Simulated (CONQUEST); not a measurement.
# TiO2 (Anatase) under changes of volume

One of the cells (11.354 Å³/atom); the others are scaled copies at fixed shape and fractional positions:

```
CELL_PARAMETERS angstrom
3.78420 0.00000 0.00000
0.00000 3.78420 0.00000
0.00000 0.00000 9.51460
ATOMIC_POSITIONS crystal
Ti 0.00000 0.50000 0.25000
Ti 0.50000 0.00000 0.75000
Ti 0.00000 0.00000 0.00000
Ti 0.50000 0.50000 0.50000
O 0.00000 0.00000 0.79190
O 0.50000 0.50000 0.29190
O 0.00000 0.50000 0.04190
O 0.50000 0.00000 0.54190
O 0.00000 0.50000 0.45810
O 0.50000 0.00000 0.95810
O 0.00000 0.00000 0.20810
O 0.50000 0.50000 0.70810
```

```yaml
Program: CONQUEST 1.3
Functional: PBE
Potentials_or_basis: PseudoDojo NC PBE, DZ, grid of 40 × 40 × 100 points
k_mesh: 7 × 7 × 3
Occupations: fermi-dirac, width 0.05 eV
Spin: no spin polarisation
```

```tsv
volume (Å³/atom)	energy over the lowest point (meV/atom)	pressure (GPa)	gap on the mesh (eV)	largest force (eV/Å)
10.673	68.35	23.7	2.09	0.438
10.900	?	?	?	?
11.127	18.13	11.7	1.99	0.115
11.354	5.45	6.3	1.94	0.044
11.581	0.00	1.6	1.89	0.185
11.808	0.70	-2.4	1.84	0.286
12.035	6.47	-5.5	1.80	0.341
```

Problem. What does the run at 10.900 Å³/atom give?

Solution. Energy over the lowest point 38.79 meV/atom; pressure 17.8 GPa; gap on the mesh 2.04 eV; largest force 0.290 eV/Å.

Worked out: A Birch-Murnaghan fit of order 3 (a polynomial in V^(-2/3)) to the other rows has its minimum at 11.67 Å³/atom with B0 = V·E''(V) = 209 GPa and B' = 6.1 at fixed shape and positions, which overstates the stiffness. It gives 38.61 meV/atom at 10.900 Å³/atom, against the run's 38.79, and -dE/dV = 17.6 GPa, against 17.8. A straight line through the other rows of the gap, of slope -2.44 eV per unit of ln V, gives 2.04 eV, against the run's 2.04.

Energies are extrapolated to zero smearing.

Caveats: the atomic basis is small; an odd mesh through Γ misses points on the zone boundary, where band edges often lie; the basis of atomic orbitals isn't converged, which shifts pressures, moduli and gaps.
